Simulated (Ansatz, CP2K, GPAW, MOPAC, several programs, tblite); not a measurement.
# What each method gives for CuI (rocksalt)

CuI (rocksalt), relaxed with r2SCAN in Ansatz, was computed with several methods. The symmetry is Fm-3m (No. 225, cubic); a = 5.712 Å in the conventional setting, 23.30 Å³ an atom. Cu has 6 I at 2.86 Å; I has 6 Cu at 2.86 Å. No spin polarisation. The prototype was imposed, so other structures may be more stable.

```
Cu I
1.0
     0.00000    2.85611    2.85611
     2.85611    0.00000    2.85611
     2.85611    2.85611    0.00000
Cu I
1 1
Direct
  0.00000 0.00000 0.00000
  0.50000 0.50000 0.50000
```

Gaps and times are for a single point on this cell; volume and bulk modulus come from each method's own relaxation or energy curve at fixed shape. Times are rough, from shared hosts (Intel Xeon Platinum 8488C), and each method has its own mesh and cell size. PM6 (MOPAC), PM7 (MOPAC), GFN1-xTB (tblite), GFN2-xTB (tblite) treat a cluster of cells at its zone centre, which samples few k points: where these miss a band edge, the gap comes out too large for that reason alone. Gaps from k meshes are read at a limited set of points (mesh, symmetry points, PBE's band edges), so each method's own least gap may be somewhat smaller. xTB and the PM methods were fitted mostly to molecules, and can miss a solid's gap by electronvolts. Minimal bases can be far off for gaps. d marks a direct gap, i an indirect one (no mark: not told apart), a dash a value that wasn't computed or didn't pass its checks.

| method | kind | gap (eV) | own volume (Å³/atom) | bulk modulus (GPa) | atoms computed | processor time |
| --- | --- | --- | --- | --- | --- | --- |
| light PBE (260 eV and a coarse mesh) | light plane-wave | overlap 0.22 | – | – | 2 | 0.9 s |
| PBE | semilocal | overlap 0.48 | 23.64 | 46 | 2 | 1.7 s |
| PBE/single zeta (GPAW) | small basis | overlap 1.03 | – | – | 2 | 3.1 s |
| GFN1-xTB (tblite) | tight binding | 1.64 | 24.46 | 74 | 64 | 4 s |
| r2SCAN | semilocal | overlap 0.11 | 23.30 | 50 | 2 | 4.2 s |
| GFN2-xTB (tblite) | tight binding | 1.76 | 21.52 | 50 | 64 | 6 s |
| PM7 (MOPAC) | semi-empirical | 10.26 | 24.90 | 60 | 64 | 10 s |
| PBE/SZV (CP2K) | small basis | overlap 0.49 | – | – | 2 | 16 s |
| PBE/DZVP (CP2K) | small basis | overlap 0.44 | 24.50 | 39 | 2 | 35 s |
| PM6 (MOPAC) | semi-empirical | 2.98 | – | – | 64 | 2.6 min |

Volumes against r2SCAN's: PBE +1.5 %, GFN1-xTB (tblite) +5.0 %, GFN2-xTB (tblite) -7.6 %, PM7 (MOPAC) +6.9 %, PBE/DZVP (CP2K) +5.2 %.

With PBE and r2SCAN the bands overlap or touch, or nearly. Semilocal functionals can close a real gap, so this doesn't show a metal; small gaps of other methods may in turn close between the points read or with spin-orbit coupling, and the solid may be a semimetal.

No spin-orbit coupling is included; it can move band edges with weight on the heavy atoms by tenths of an eV.
